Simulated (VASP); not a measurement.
# GaCuSe2 (P4/mmm) in VASP: a series of runs

Runs on GaCuSe2. Level: PBE0. Tasks: single point.

Program: VASP 6.6.1. These are calculated values, not measurements. Logs are shortened: lines on timing, memory, paths and dates and some standing lists are left out, and cuts for length are marked.

### 1 Starting point

It takes space group P4/mmm (No. 123, tetragonal). The conventional cell has a = 3.774 Å, b = 3.774 Å, c = 5.266 Å, α = 90.00°, β = 90.00°, γ = 90.00°. Se (site symmetry 4/mmm) is surrounded by 2 Ga at 2.63 Å and 4 Cu at 2.67 Å. Se (site symmetry 4/mmm) has 2 Cu at 2.63 Å and 4 Ga at 2.67 Å as nearest neighbours. Ga (site symmetry 4/mmm) has 6 Se at 2.63 to 2.67 Å as nearest neighbours. Cu (site symmetry 4/mmm) is surrounded by 6 Se at 2.63 to 2.67 Å.

Measurements of this composition are mostly on another form, of space group No. 122.

### 2 Single point, PBE0

File POSCAR:

```
GaCuSe2
1.0
    3.7744160000      0.0000000000      0.0000000000
    0.0000000000      3.7744160000      0.0000000000
    0.0000000000      0.0000000000      5.2658910000
Se Ga Cu
2 1 1
Direct
    0.5000000000      0.5000000000      0.0000000000
    0.0000000000      0.0000000000      0.5000000000
    0.5000000000      0.5000000000      0.5000000000
    0.0000000000      0.0000000000      0.0000000000
```

File INCAR.step1:

```
SYSTEM = GaCuSe2
PREC = Accurate
ENCUT = 350
EDIFF = 1E-5
ISMEAR = 0
SIGMA = 0.01
LREAL = .False.
LASPH = .True.
NELM = 100
ALGO = Normal
ISIF = 2
LWAVE = .True.
LCHARG = .False.
NBANDS = 26
NKRED = 1
GGA = PE
```

File INCAR.step2:

```
SYSTEM = GaCuSe2
PREC = Accurate
ENCUT = 350
EDIFF = 1E-6
ISMEAR = 0
SIGMA = 0.01
LREAL = .False.
LASPH = .True.
NELM = 100
ALGO = Normal
ISIF = 2
LWAVE = .False.
LCHARG = .False.
GGA = PE
LHFCALC = .True.
AEXX = 0.25
PRECFOCK = Fast
NBANDS = 26
NKRED = 1
ISTART = 1
```

File KPOINTS:

```
regular mesh
0
Gamma
  2 2 2
  0 0 0
```

Potentials or basis: VASP PAW PBE potentials, release 64 (Se, Ga_d, Cu).

Launch:

```bash
cat potpaw_PBE.64/Se/POTCAR potpaw_PBE.64/Ga_d/POTCAR potpaw_PBE.64/Cu/POTCAR > POTCAR
cp INCAR.step1 INCAR
mpirun -np 1 vasp_std > vasp.out
cp INCAR.step2 INCAR
mpirun -np 1 vasp_std > vasp.out
```

OUTCAR:

```text
SYSTEM = GaCuSe2
   PREC = Accurate
   ENCUT = 350
   EDIFF = 1E-6
   ISMEAR = 0
   LREAL = .False.
   LASPH = .True.
   NELM = 100
   ISIF = 2
   GGA = PE
   LHFCALC = .True.
   AEXX = 0.25
   PRECFOCK = Fast
   NKRED = 1
   ISTART = 1

 Found      6 irreducible k-points:

 Following reciprocal coordinates:
            Coordinates               Weight
  0.000000  0.000000  0.000000      1.000000
  0.500000  0.000000  0.000000      2.000000
  0.500000  0.500000  0.000000      1.000000
  0.000000  0.000000  0.500000      1.000000
  0.500000  0.000000  0.500000      2.000000
  0.500000  0.500000  0.500000      1.000000
   k-points           NKPTS =      6   k-points in BZ     NKDIM =      8   number of bands    NBANDS=     26
   number of dos      NEDOS =    301   number of ions     NIONS =      4
   total plane-waves  NPLWV =  18432
   dimension x,y,z NGX =    24 NGY =   24 NGZ =   32
   dimension x,y,z NGXF=    48 NGYF=   48 NGZF=   64
   ions per type =               2   1   1
   NGX,Y,Z   is equivalent  to a cutoff of  10.57, 10.57, 10.10 a.u.
   NGXF,Y,Z  is equivalent  to a cutoff of  21.14, 21.14, 20.21 a.u.
 SYSTEM =  GaCuSe2
   PREC   = accura    normal or accurate (medium, high low for compatibility)
   ISTART =      1    job   : 0-new  1-cont  2-samecut
   ICHARG =      0    charge: 1-file 2-atom 10-const
   ISPIN  =      1    spin polarized calculation?
   LNONCOLLINEAR =      F non collinear calculations
   LSORBIT =      F    spin-orbit coupling
   LASPH  =      T    aspherical Exc in radial PAW
   ENCUT  =  350.0 eV  25.72 Ry    5.07 a.u.   5.76  5.76  8.03*2*pi/ulx,y,z
   NELM   =    100;   NELMIN=  2; NELMDL=  0     # of ELM steps
   EDIFF  = 0.1E-05   stopping-criterion for ELM
   LREAL  =      F    real-space projection
   EDIFFG = 0.1E-04   stopping-criterion for IOM
   NSW    =      0    number of steps for IOM
   IBRION =     -1    ionic relax: 0-MD 1-quasi-New 2-CG
   NFREE  =      0    steps in history (QN), initial steepest desc. (CG)
   ISIF   =      2    stress and relaxation
   ISYM   =      3    0-nonsym 1-usesym 2-fastsym
   POTIM  = 0.5000    time-step for ionic-motion
   TEBEG  =    0.0;   TEEND  =   0.0 temperature during run
   PSTRESS=    0.0 pullay stress
   NELECT =      36.0000    total number of electrons
   NUPDOWN=      -1.0000    fix difference up-down
   EMIN   =  10.00;   EMAX   =-10.00  energy-range for DOS
   EFERMI =   0.00;   METHOD = LEGACY
   ISMEAR =     0;   SIGMA  =   0.01  broadening in eV -4-tet -1-fermi 0-gaus
   EFERMI_NEDOS =   21; number of points for ismear=-14 and -15
   IALGO  =     38    algorithm
   IMIX   =      1    mixing-type and parameters
     AMIX     =   0.40;   BMIX     =  1.00
     AMIX_MAG =   1.60;   BMIX_MAG =  1.00
  volume/ion in A,a.u.               =      18.75       126.56
  Fermi-wavevector in a.u.,A,eV,Ry     =   1.281697  2.422055 22.350915  1.642746
  Thomas-Fermi vector in A             =   2.414051
   LORBIT       =      0    0 simple, 1 ext, 2 COOP (PROOUT), +10 PAW based schemes
   GGA     = PE    functional components
   LHFCALC =     T    Hartree Fock is set to
   PRECFOCK=fast      Normal, Fast or Accurate (Low or Medium for compatibility)
   ENCUT4O =  -1.0   cutoff for four orbital integrals eV
   NKREDX  =     1    reduce k-point grid by
   NKREDY  =     1    reduce k-point grid by
   NKREDZ  =     1    reduce k-point grid by
   AEXX    =    0.2500 exact exchange contribution
   HFSCREEN=    0.0000 screening length (either q_TF or 0.3 A-1)
   HFSCREENC=   0.0000 screening length for correlation (either q_TF or 0.3 A-1)
   ENCUTFOCK=  -1.0 apply spherical cutoff to Coloumb kernel
   IVDW    =     0    specifies the selected vdW correction
   LEPSILON=     F    determine dielectric tensor
   LRPA    =     F    only Hartree local field effects (RPA)
 non-spin polarized calculation
 Gauss-broadening in eV      SIGMA  =   0.01
  energy-cutoff  :      350.00
  volume of cell :       75.02
 maximum number of plane-waves:      1136
 NGX is ok and might be reduce to    24
  NGX = 14; NGY = 14; NGZ = 20

 number of electron      36.0000031 magnetization

 Free energy of the ion-electron system (eV)
  ---------------------------------------------------
  ext. energy  EPLUGINS =         0.00000000
  ---------------------------------------------------
  free energy    TOTEN  =       -18.21389443 eV

  energy without entropy =      -18.21389443  energy(sigma->0) =      -18.21389443

 E-fermi :   5.1127     XC(G=0):  -8.3609

 val. band max:        4.9829637014   @ k =   0.5000   0.0000   0.5000
 cond. band min:       6.3016214688   @ k =   0.5000   0.0000   0.5000
 fundamental gap:      1.3186577674
 Fermi energy:         5.1126891136

 k-point     1 :       0.0000    0.0000    0.0000
  band No.  band energies     occupation
      1     -13.7898      2.00000
      2     -13.7057      2.00000
      3     -13.6831      2.00000
      4     -13.6319      2.00000
      5     -13.6319      2.00000
      6     -11.6230      2.00000
[... 18 lines left out ...]
     25      14.2920      0.00000
     26      14.8876      0.00000

 k-point     2 :       0.5000    0.0000    0.0000
  band No.  band energies     occupation
      1     -13.7421      2.00000
      2     -13.7401      2.00000
      3     -13.6588      2.00000
      4     -13.6455      2.00000
      5     -13.6302      2.00000
      6     -10.3012      2.00000
[... 18 lines left out ...]
     25      13.4577      0.00000
     26      13.6464      0.00000

 k-point     3 :       0.5000    0.5000    0.0000
  band No.  band energies     occupation
      1     -13.8740      2.00000
      2     -13.7220      2.00000
      3     -13.6418      2.00000
      4     -13.6418      2.00000
      5     -13.6330      2.00000
      6      -9.4384      2.00000
[... 18 lines left out ...]
     25      16.1140      0.00000
     26      18.7726      0.00000

 k-point     4 :       0.0000    0.0000    0.5000
  band No.  band energies     occupation
      1     -13.7678      2.00000
      2     -13.7056      2.00000
      3     -13.6833      2.00000
      4     -13.6335      2.00000
      5     -13.6335      2.00000
      6     -11.0145      2.00000
[... 18 lines left out ...]
     25      13.6108      0.00000
     26      13.6979      0.00000

 k-point     5 :       0.5000    0.0000    0.5000
  band No.  band energies     occupation
      1     -13.7401      2.00000
      2     -13.7127      2.00000
      3     -13.6550      2.00000
      4     -13.6480      2.00000
      5     -13.6322      2.00000
      6     -10.2009      2.00000
[... 18 lines left out ...]
     25      12.0567      0.00000
     26      14.5477      0.00000

 k-point     6 :       0.5000    0.5000    0.5000
  band No.  band energies     occupation
      1     -13.8721      2.00000
      2     -13.6889      2.00000
      3     -13.6435      2.00000
      4     -13.6435      2.00000
      5     -13.6328      2.00000
      6      -9.3533      2.00000
[... 18 lines left out ...]
     25      13.9861      0.00000
     26      13.9861      0.00000

------------------------ aborting loop because EDIFF is reached ----------------------------------------

  FORCE on cell =-STRESS in cart. coord.  units (eV):
  Direction    XX          YY          ZZ          XY          YZ          ZX
  --------------------------------------------------------------------------------------
  -------------------------------------------------------------------------------------
  Total        4.2318486      4.2318486     -7.0014758      0.0000000      0.0000000     -0.0000000
  in kB       90.3793707     90.3793707   -149.5301533      0.0000000      0.0000000     -0.0000000
  external PRESSURE =      10.4095294 kB  Pullay stress =       0.0000000 kB

 VOLUME and BASIS-vectors are now :
 -----------------------------------------------------------------------------
  energy-cutoff  :      350.00
  volume of cell :       75.02
      direct lattice vectors                 reciprocal lattice vectors
     3.774416000  0.000000000  0.000000000     0.264941649  0.000000000  0.000000000
     0.000000000  3.774416000  0.000000000     0.000000000  0.264941649  0.000000000
     0.000000000  0.000000000  5.265891000     0.000000000  0.000000000  0.189901386

 POSITION                                       TOTAL-FORCE (eV/Angst)
 -----------------------------------------------------------------------------------
      1.88721      1.88721      0.00000         0.000000      0.000000      0.000000
      0.00000      0.00000      2.63295         0.000000      0.000000      0.000000
      1.88721      1.88721      2.63295         0.000000      0.000000      0.000000
      0.00000      0.00000      0.00000         0.000000      0.000000      0.000000
 -----------------------------------------------------------------------------------
    total drift:                               -0.000020      0.000009      0.000011

  FREE ENERGIE OF THE ION-ELECTRON SYSTEM (eV)
  ---------------------------------------------------
  free  energy   TOTEN  =       -18.2138944327 eV

  energy  without entropy=      -18.2138944327  energy(sigma->0) =      -18.21389443
```

Run time: 72 s. Hardware: 1 thread of Intel Xeon Platinum 8488C (Sapphire Rapids), shared host; peak memory 0.15 GiB.

These settings aren't checked as converged: the numbers below hold their error.

Results:

```yaml
Free_energy: -18.2139 eV
Pressure: 1.0 GPa
Band_gap_on_the_k_mesh: none (metal or under the smearing width)
```

Caveat: the k mesh is coarse (spacing up to 0.83 Å⁻¹), so the values aren't converged, least of all with exact exchange; the cutoff is under 1.25 times the usual one of these potentials, so pressure, stress and relaxed cells hold a basis-set (Pulay) error; the PAW data sets were made with another functional, which shifts forces and pressure a little; the run has no spin polarisation, though such a crystal can be magnetic.

### 3 Single point, PBE0

POSCAR is that of step 2.

INCAR.step1 is that of step 2.

INCAR.step2, as its differences from that of step 2:

```diff
@@ -16,3 +16,3 @@
 AEXX = 0.25
-PRECFOCK = Fast
+PRECFOCK = Low
 NBANDS = 26
```

File KPOINTS:

```
regular mesh
0
Gamma
  3 3 2
  0 0 0
```

Potentials or basis: VASP PAW PBE potentials, release 64 (Se, Ga_d, Cu).

Launch:

```bash
cat potpaw_PBE.64/Se/POTCAR potpaw_PBE.64/Ga_d/POTCAR potpaw_PBE.64/Cu/POTCAR > POTCAR
cp INCAR.step1 INCAR
mpirun -np 1 vasp_std > vasp.out
cp INCAR.step2 INCAR
mpirun -np 1 vasp_std > vasp.out
```

OUTCAR:

```text
SYSTEM = GaCuSe2
   PREC = Accurate
   ENCUT = 350
   EDIFF = 1E-6
   ISMEAR = 0
   LREAL = .False.
   LASPH = .True.
   NELM = 100
   ISIF = 2
   GGA = PE
   LHFCALC = .True.
   AEXX = 0.25
   PRECFOCK = Low
   NKRED = 1
   ISTART = 1

 Found      6 irreducible k-points:

 Following reciprocal coordinates:
            Coordinates               Weight
  0.000000  0.000000  0.000000      1.000000
  0.333333  0.000000  0.000000      4.000000
  0.333333  0.333333  0.000000      4.000000
  0.000000  0.000000  0.500000      1.000000
  0.333333  0.000000  0.500000      4.000000
  0.333333  0.333333  0.500000      4.000000
   k-points           NKPTS =      6   k-points in BZ     NKDIM =     18   number of bands    NBANDS=     26
   number of dos      NEDOS =    301   number of ions     NIONS =      4
   total plane-waves  NPLWV =  18432
   dimension x,y,z NGX =    24 NGY =   24 NGZ =   32
   dimension x,y,z NGXF=    48 NGYF=   48 NGZF=   64
   ions per type =               2   1   1
   NGX,Y,Z   is equivalent  to a cutoff of  10.57, 10.57, 10.10 a.u.
   NGXF,Y,Z  is equivalent  to a cutoff of  21.14, 21.14, 20.21 a.u.
 SYSTEM =  GaCuSe2
   PREC   = accura    normal or accurate (medium, high low for compatibility)
   ISTART =      1    job   : 0-new  1-cont  2-samecut
   ICHARG =      0    charge: 1-file 2-atom 10-const
   ISPIN  =      1    spin polarized calculation?
   LNONCOLLINEAR =      F non collinear calculations
   LSORBIT =      F    spin-orbit coupling
   LASPH  =      T    aspherical Exc in radial PAW
   ENCUT  =  350.0 eV  25.72 Ry    5.07 a.u.   5.76  5.76  8.03*2*pi/ulx,y,z
   NELM   =    100;   NELMIN=  2; NELMDL=  0     # of ELM steps
   EDIFF  = 0.1E-05   stopping-criterion for ELM
   LREAL  =      F    real-space projection
   EDIFFG = 0.1E-04   stopping-criterion for IOM
   NSW    =      0    number of steps for IOM
   IBRION =     -1    ionic relax: 0-MD 1-quasi-New 2-CG
   NFREE  =      0    steps in history (QN), initial steepest desc. (CG)
   ISIF   =      2    stress and relaxation
   ISYM   =      3    0-nonsym 1-usesym 2-fastsym
   POTIM  = 0.5000    time-step for ionic-motion
   TEBEG  =    0.0;   TEEND  =   0.0 temperature during run
   PSTRESS=    0.0 pullay stress
   NELECT =      36.0000    total number of electrons
   NUPDOWN=      -1.0000    fix difference up-down
   EMIN   =  10.00;   EMAX   =-10.00  energy-range for DOS
[... 19 lines left out ...]
   HFSCREEN=    0.0000 screening length (either q_TF or 0.3 A-1)
   HFSCREENC=   0.0000 screening length for correlation (either q_TF or 0.3 A-1)
   ENCUTFOCK=  -1.0 apply spherical cutoff to Coloumb kernel
   IVDW    =     0    specifies the selected vdW correction
   LEPSILON=     F    determine dielectric tensor
   LRPA    =     F    only Hartree local field effects (RPA)
 non-spin polarized calculation
 Gauss-broadening in eV      SIGMA  =   0.01
  energy-cutoff  :      350.00
  volume of cell :       75.02
 maximum number of plane-waves:      1120
 NGX is ok and might be reduce to    24
  NGX = 14; NGY = 14; NGZ = 20

 number of electron      36.0000031 magnetization

 Free energy of the ion-electron system (eV)
  ---------------------------------------------------
  ext. energy  EPLUGINS =         0.00000000
  ---------------------------------------------------
  free energy    TOTEN  =       -18.57189446 eV

  energy without entropy =      -18.57089579  energy(sigma->0) =      -18.57139512

 E-fermi :   4.7302     XC(G=0):  -8.3868

 val. band max:        4.7254534949   @ k =   0.3333   0.0000   0.0000
 cond. band min:       5.6553157552   @ k =   0.3333   0.0000   0.5000
 fundamental gap:      0.9298622603
 Fermi energy:         4.7302228576

 k-point     1 :       0.0000    0.0000    0.0000
  band No.  band energies     occupation
      1     -13.6237      2.00000
      2     -13.5064      2.00000
      3     -13.4829      2.00000
      4     -13.4520      2.00000
      5     -13.4520      2.00000
      6     -11.7001      2.00000
[... 163 lines left out ...]
     25      13.7332      0.00000
     26      14.4307      0.00000

------------------------ aborting loop because EDIFF is reached ----------------------------------------

  FORCE on cell =-STRESS in cart. coord.  units (eV):
  Direction    XX          YY          ZZ          XY          YZ          ZX
  --------------------------------------------------------------------------------------
  -------------------------------------------------------------------------------------
  Total        1.0542191      1.0542191     -4.5785914      0.0000000      0.0000000      0.0000000
  in kB       22.5149024     22.5149024    -97.7847384      0.0000000      0.0000000      0.0000000
  external PRESSURE =     -17.5849778 kB  Pullay stress =       0.0000000 kB

 VOLUME and BASIS-vectors are now :
 -----------------------------------------------------------------------------
  energy-cutoff  :      350.00
  volume of cell :       75.02
      direct lattice vectors                 reciprocal lattice vectors
     3.774416000  0.000000000  0.000000000     0.264941649  0.000000000  0.000000000
     0.000000000  3.774416000  0.000000000     0.000000000  0.264941649  0.000000000
     0.000000000  0.000000000  5.265891000     0.000000000  0.000000000  0.189901386

 POSITION                                       TOTAL-FORCE (eV/Angst)
 -----------------------------------------------------------------------------------
      1.88721      1.88721      0.00000         0.000000      0.000000      0.000000
      0.00000      0.00000      2.63295         0.000000      0.000000      0.000000
      1.88721      1.88721      2.63295         0.000000      0.000000      0.000000
      0.00000      0.00000      0.00000         0.000000      0.000000      0.000000
 -----------------------------------------------------------------------------------
    total drift:                                0.000002      0.000004      0.000006

  FREE ENERGIE OF THE ION-ELECTRON SYSTEM (eV)
  ---------------------------------------------------
  free  energy   TOTEN  =       -18.5718944624 eV

  energy  without entropy=      -18.5708957870  energy(sigma->0) =      -18.57139512
```

OSZICAR.step1:

```text
N       E                     dE             d eps       ncg     rms          rms(c)
DAV:   1     0.237221553711E+03    0.23722E+03   -0.13265E+04   314   0.148E+03
DAV:   2     0.921490244896E+01   -0.22801E+03   -0.21626E+03   344   0.349E+02
DAV:   3    -0.149219994223E+02   -0.24137E+02   -0.23327E+02   374   0.109E+02
DAV:   4    -0.158205975411E+02   -0.89860E+00   -0.89082E+00   400   0.211E+01
DAV:   5    -0.158467691262E+02   -0.26172E-01   -0.26157E-01   382   0.374E+00    0.118E+01
DAV:   6    -0.179666924300E+02   -0.21199E+01   -0.45668E+01   376   0.960E+01    0.110E+01
DAV:   7    -0.146524179294E+02    0.33143E+01   -0.80732E+00   370   0.562E+01    0.368E+00
DAV:   8    -0.144354146031E+02    0.21700E+00   -0.19369E+00   494   0.272E+01    0.158E+00
DAV:   9    -0.144323232006E+02    0.30914E-02   -0.29856E-01   484   0.789E+00    0.111E+00
DAV:  10    -0.144367080570E+02   -0.43849E-02   -0.83191E-02   406   0.630E+00    0.788E-01
DAV:  11    -0.144268852087E+02    0.98228E-02   -0.20442E-02   410   0.321E+00    0.282E-01
DAV:  12    -0.144254331658E+02    0.14520E-02   -0.28569E-03   478   0.832E-01    0.116E-01
DAV:  13    -0.144252515324E+02    0.18163E-03   -0.81937E-04   468   0.395E-01    0.360E-02
DAV:  14    -0.144252710037E+02   -0.19471E-04   -0.83705E-05   414   0.970E-02    0.244E-02
DAV:  15    -0.144252688650E+02    0.21387E-05   -0.79796E-06   208   0.314E-02
   1 F= -.14425269E+02 E0= -.14424649E+02  d E =-.123959E-02
```

It took 2.2 min on 1 thread of Intel Xeon Platinum 8488C (Sapphire Rapids), shared host; peak memory 0.15 GiB.

These settings aren't checked as converged: the numbers below hold their error.

What came out:

```
Free energy            : -18.5719 eV
Pressure               : -1.8 GPa
Band gap on the k mesh : none (metal or under the smearing width)
```

Caveat: the k mesh is coarse (spacing up to 0.60 Å⁻¹), so the values aren't converged, least of all with exact exchange; the cutoff is under 1.25 times the usual one of these potentials, so pressure, stress and relaxed cells hold a basis-set (Pulay) error; the PAW data sets were made with another functional, which shifts forces and pressure a little; the run has no spin polarisation, though such a crystal can be magnetic.

(Continued in part 2 of 2.)
